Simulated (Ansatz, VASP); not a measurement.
## One calculation of Cd, two programs

Contents of INCAR:

```
PREC     = Accurate       # precision mode
ENCUT    = 520            # plane-wave cutoff, eV
EDIFF    = 1E-6           # SCF threshold, eV
ISMEAR   = 1              # smearing method
SIGMA    = 0.05           # smearing width, eV
LREAL    = F              # projectors in reciprocal space
LASPH    = T              # aspherical terms in the spheres
NELM     = 150            # most SCF steps
ALGO     = Normal         # electronic algorithm
ISIF     = 2              # what is computed and relaxed
LWAVE    = F              # write WAVECAR
LCHARG   = F              # write CHGCAR
MAGMOM   = 0 0 0.5        # initial moments
LORBIT   = 11             # projections on sites
LSORBIT  = T              # spin-orbit coupling
GGA_COMPAT= F            
LORBMOM  = T            
GGA      = PS             # functional
IVDW     = 13             # dispersion correction
NBANDS   = 23             # bands
```

Contents of KPOINTS:

```
Automatic mesh
0
Gamma
  8 8 8
```

Contents of POSCAR:

```
Cd
1.0
    0.0000000000      2.2473392783      2.2473392783
    2.2473392783      0.0000000000      2.2473392783
    2.2473392783      2.2473392783      0.0000000000
Cd
1
Direct
    0.0000000000      0.0000000000      0.0000000000
```

Contents of input.yaml:

```yaml
crystal:
  lattice:
    - [0.0, 2.2473392783, 2.2473392783]
    - [2.2473392783, 0.0, 2.2473392783]
    - [2.2473392783, 2.2473392783, 0.0]
  atoms:
    - { symbol: Cd, position: [0.0, 0.0, 0.0], spin: 0.5, spin_axis: [0.0, 0.0, 1.0] }
kpoints:
  mp_grid: { grid: [8, 8, 8] }
scf:
  occupations: { method: methfessel_paxton, width: 0.05 }
hamiltonian:
  xc: pbesol
  dispersion: d4
  pseudopotentials: { kind: all_electron, lapw: { basis_error: 0.001 } }
magnetization:
  noncollinear: true
  spin_orbit: true
output:
  forces: true
  stress: true
  eigenvalues: true
```

Change from the starting cell: volume scaled by 1.04.

Alike in both runs: task single point; functional PBEsol; dispersion D4; k mesh 8 × 8 × 8; occupations methfessel-paxton of order 1, width 0.05 eV; non-collinear spin, spin-orbit coupling.

|  | VASP | Ansatz |
| --- | --- | --- |
| version | VASP 6.6.1 | Ansatz 0.2.0 |
| potentials or method | VASP PAW PBE potentials, release 64 (Cd) | all-electron LAPW, relativistic spinors |
| plane-wave cutoff (eV) | 520 | see its input |

Ansatz gave:

- gap on the k mesh at the Fermi level (eV): none
- pressure (GPa): -5.4
- net moment per atom (μB): 0.00
- dispersion energy (meV/atom): -225.2

Task: Estimate VASP's values.

Result: gap on the k mesh at the Fermi level (eV): none; pressure (GPa): -5.1; net moment per atom (μB): 0.00; dispersion energy (meV/atom): -225.0.

A gap of «none» marks a metal or a gap that the smearing closes. Ansatz ran all-electron here, so the differences hold the error of VASP's frozen core and of both bases.

Caveats: the PAW data sets were made with another functional, which shifts forces and pressure a little (VASP); the k mesh is thin for a metal, which can move the energy by tens of meV per atom (Ansatz); pairwise dispersion overbinds metals, which lowers pressure and volume (Ansatz); the starting moments weren't kept (Ansatz).
